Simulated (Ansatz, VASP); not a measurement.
C: VASP beside Ansatz

```
C
1.0
     0.00000    1.76436    1.64121
     1.76436    0.00000    1.64121
     1.76436    1.76436    0.00000
C
2
Direct
  0.50000 0.50000 0.50000
  0.75000 0.75000 0.75000
```

Alike in both runs: task single point; functional LDA; k mesh 12 × 12 × 12; occupations gaussian, width 0.05 eV; no spin polarisation.

|  | VASP | Ansatz |
| --- | --- | --- |
| version | VASP 6.6.1 | Ansatz 0.2.0 |
| potentials or method | VASP PAW LDA potentials, release 64 (C) | scalar-relativistic, plane waves, PAW |
| plane-wave cutoff (eV) | 520 | 520 |
| valence electrons in the cell | 8 | 8 |

Ansatz gave:

```
gap on the k mesh at the Fermi level (eV) : 2.48
least direct gap on the mesh (eV)         : 4.55
```

Task: What did VASP give for the same quantities?

Result: gap on the k mesh at the Fermi level (eV): 2.47; least direct gap on the mesh (eV): 4.56.

Ansatz warned: «pseudo_functional_mismatch».
